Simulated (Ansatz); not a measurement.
Runs of Ansatz 0.2.0 on La2O3. The structure is trigonal, space group P-3m1 (No. 164). The conventional cell has a = 3.931 Å, b = 3.931 Å, c = 6.112 Å, α = 90.00°, β = 90.00°, γ = 120.00°. La (site symmetry 3m) has 4 O at 2.36 to 2.44 Å as nearest neighbours. Around O (site symmetry -3m) lie 6 La at 2.72 Å. O (site symmetry 3m) has 4 La at 2.36 to 2.44 Å as nearest neighbours. The cell is a database's computed one.

| task | level | potentials or basis | U | cell | cutoff (eV) | points for each segment of the path | hubbard projectors | double counting | gap on the mesh (eV) | pressure (GPa) | relaxed volume (Å³/atom) | largest force (eV/Å) |
| --- | --- | --- | --- | --- | --- | --- | --- | --- | --- | --- | --- | --- |
| band structure | PBE | PseudoDojo stringent (PBE files) | - | as given | 1497 | 14 | - | - | 3.88 | 1.6 | - | 0.01 |
| band structure | PBE | Ansatz PAW | - | as given | 420 | 14 | - | - | 3.87 | 1.9 | - | 0.02 |
| band structure | PBE | JTH PAW | - | as given | 1380 | 14 | - | - | 3.88 | 2.9 | - | 0.09 |
| band structure | PBE | Ansatz PAW earlier set | - | as given | 900 | 14 | - | - | 3.88 | 1.9 | - | 0.02 |
| relaxation of cell and atoms | LDA | Ansatz PAW | - | relaxed | 420 | - | - | - | (b) | 0.0 | 15.54 | - |
| relaxation of cell and atoms | LDA+U | Ansatz PAW | La f U = 4 eV | relaxed | 420 | - | ortho-atomic (the default) | fll (the default) | 3.82 | 0.0 | (a) | - |
| band structure | PBE | PseudoDojo standard (PBE files) | - | as given | 1497 | 14 | - | - | 3.88 | 1.5 | - | 0.01 |
| band structure | PBE | SSSP efficiency PAW | - | as given | 680 | 14 | - | - | 3.89 | 2.5 | - | 0.05 |

Alike in all rows: no spin polarisation; k mesh 8 × 8 × 5; smearing fermi-dirac 0.05 eV.

Question: Estimate the missing entries.

Answer: (a) 15.82; (b) 3.80.

Caveats: spin-orbit coupling is left out, which moves the levels of the heavy elements; odd divisions of the mesh miss points on the zone boundary, where band edges often lie, so the gap on the mesh can be too wide (some runs); the plane-wave basis is chosen anew once the cell has moved, so the energies of steps on either side of that aren't comparable (some runs); the PAW data sets come from PBE, with cores solved anew for the run's functional, which leaves a small shift of forces and pressure (some runs); the magnetic or orbital state may not be the lowest (some runs).

A k mesh can miss the band edges, and the runs leave out spin-orbit coupling on La.
